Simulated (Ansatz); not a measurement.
Fluorite SrF2, treated with r²SCAN (Ansatz, a quantum-chemistry and plane-wave program, plane waves, PAW).

A relaxed, unreconstructed slab of the (111) face has 18 atoms, two equal faces of 14.519 Å² each and an energy of -31088.5234 eV. A bulk cell of 9 atoms with the same orientation and in-plane k mesh has -15544.6610 eV. Energies are extrapolated to zero smearing.

Numerical settings: plane-wave cutoff 500 eV, 12×12×1 k mesh (along the axes of the cell as run), gaussian smearing 0.02 eV, scalar-relativistic PAW data made under PBE.

Worked out: γ = (E_slab − N E_bulk per atom)/2A = [-31088.5234 − 18 × (-15544.6610/9)]/(2 × 14.519) = 0.0275 eV/Å². With 16.022 J/m² per eV/Å² this is 0.44 J/m², or 0.40 eV per surface cell and face.
